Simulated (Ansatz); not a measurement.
SiC (Moissanite):

```
CELL_PARAMETERS angstrom
3.07600 0.00000 0.00000
-1.53800 2.66389 0.00000
0.00000 0.00000 5.04800
ATOMIC_POSITIONS crystal
Si 0.66667 0.33333 0.50000
Si 0.33333 0.66667 0.00000
C 0.66667 0.33333 0.88500
C 0.33333 0.66667 0.38500
```

Base run:

```yaml
Program: Ansatz 0.2.0
Functional: PBE
Potentials_or_basis: Ansatz PAW earlier set
Cutoff: "820 eV (not typed: the program's choice for these potentials)"
k_mesh: 10 × 10 × 5
Occupations: fermi-dirac, width 0.05 eV
Spin: no spin polarisation
```

Its results: band gap on the k mesh 2.48 eV, indirect (least direct gap 4.08 eV); pressure 3.7 GPa; largest force 0.752 eV/Å.

**Question.** The run is repeated on the same cell with these changes: potentials or basis from Ansatz PAW earlier set to Ansatz PAW; cutoff from 820 eV (not typed: the program's choice for these potentials) to 420 eV (not typed: the program's choice for these potentials); k mesh from 10 × 10 × 5 to 14 × 14 × 7. What comes out?

**Answer.** Band gap on the k mesh 2.41 eV, indirect (least direct gap 4.08 eV); pressure 3.7 GPa; largest force 0.753 eV/Å.

Caveats: the k mesh misses the band edges, so the gap on the mesh is wider than the one along the path (some runs); odd divisions of the mesh miss points on the zone boundary, where band edges often lie, so the gap on the mesh can be too wide (some runs).
